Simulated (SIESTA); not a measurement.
# BaTiO3 in SIESTA: the effect of strain zz

BaTiO3:

```xyz
10
Lattice="5.5194 0.0000 0.0000 2.6221 4.8568 0.0000 2.6221 1.5642 4.5980" Properties=species:S:1:pos:R:3 pbc="T T T"
Ba    5.7202    6.1358    4.2200
Ba    5.5435    4.0823    2.6550
Ti    7.7197    4.7604    3.9333
Ti    2.3942    1.2959    1.0366
O     4.1743    2.4316    0.4958
O     1.8212    1.1269    2.4223
O     7.9593    2.9178    2.8813
O     5.3056    1.5843    3.9606
O     6.4197    5.5921    2.3201
O     4.0923    3.8789    3.7608
```

The cell isn't the ideal one: cell strained along z.

Alike in all runs:

- Program: SIESTA 5.4.2
- Task: band structure
- Functional: PBE
- Potentials or basis: PseudoDojo 0.4 standard (PBE files)
- Basis: DZP (energy shift 0.003 Ry; two zetas on semicore shells; d shell added on Ba)
- Grid cutoff: 800 Ry
- Energy shift: 0.003 Ry
- k mesh: 4 × 4 × 4
- Occupations: fermi-dirac, width 0.05 eV
- Spin: no spin polarisation

```csv
strain zz,pressure (GPa),largest force (eV/Å)
-0.04,91.5,29.01
-0.02,84.5,27.76
-0.01,?,?
0,78.0,26.60
0.01,75.0,26.05
0.02,72.1,25.50
0.04,66.6,24.44
```

What does the run with strain zz -0.01 give?

Pressure 81.2 GPa; largest force 27.18 eV/Å.

Worked out: A parabola through the other rows of the pressure, of slope -324 GPa per unit of strain zz there, gives 81.2 GPa, against the run's 81.2. A parabola through the other rows of the largest force, of slope -58.5 eV/Å per unit of strain zz there, gives 27.18 eV/Å, against the run's 27.18.

Caveats: this set's barium file shifts pressures by up to 1 GPa against other sets; the basis of atomic orbitals isn't converged, which shifts pressures, moduli and gaps.
